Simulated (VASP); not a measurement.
## YN: single point with r2SCAN

The system is YN.

```xyz
2
Lattice="0.0000 2.4270 2.4270 2.4270 0.0000 2.4270 2.4270 2.4270 0.0000" Properties=species:S:1:pos:R:3 pbc="T T T"
Y     0.0000    0.0000    0.0000
N     2.4270    2.4270    2.4270
```

The cell comes from a database or a generator and needn't be the stable form of this composition.

```
Program             : VASP 6.6.1
Task                : single point
Functional          : r2SCAN
Potentials or basis : VASP PAW PBE potentials, release 64 (Y_sv, N)
Cutoff              : 520 eV
k mesh              : 12 × 12 × 12
Occupations         : gaussian, width 0.1 eV
Spin                : no spin polarisation
```

```yaml
Pressure: 4.6 GPa
Band_gap_on_the_k_mesh: 0.55 eV, indirect (least direct gap 0.94 eV)
```

Levels at points of the mesh, in eV from the valence-band top:
```
           k point  band 5  band 6  band 7  band 8  band 9  band 10  band 11  band 12
(0.00, 0.00, 0.00)  -13.71    0.00    0.00    0.00    3.62     3.62     3.62     5.09
(0.50, 0.00, 0.00)  -11.86   -4.12   -2.35   -2.35    6.37     7.03     7.03     7.49
(0.50, 0.50, 0.00)  -13.35   -1.49   -0.38   -0.38    0.55     7.48     8.03     8.59
```

Run time: 2.2 min on 1 thread of Intel(R) Xeon(R) 6975P-C (Granite Rapids), with other jobs on the host, peak memory 0.21 GiB.

Caveat: the PAW data sets were made with another functional, which shifts forces and pressure a little. r2SCAN opens gaps a little over a GGA but as a rule still falls short of measured ones.
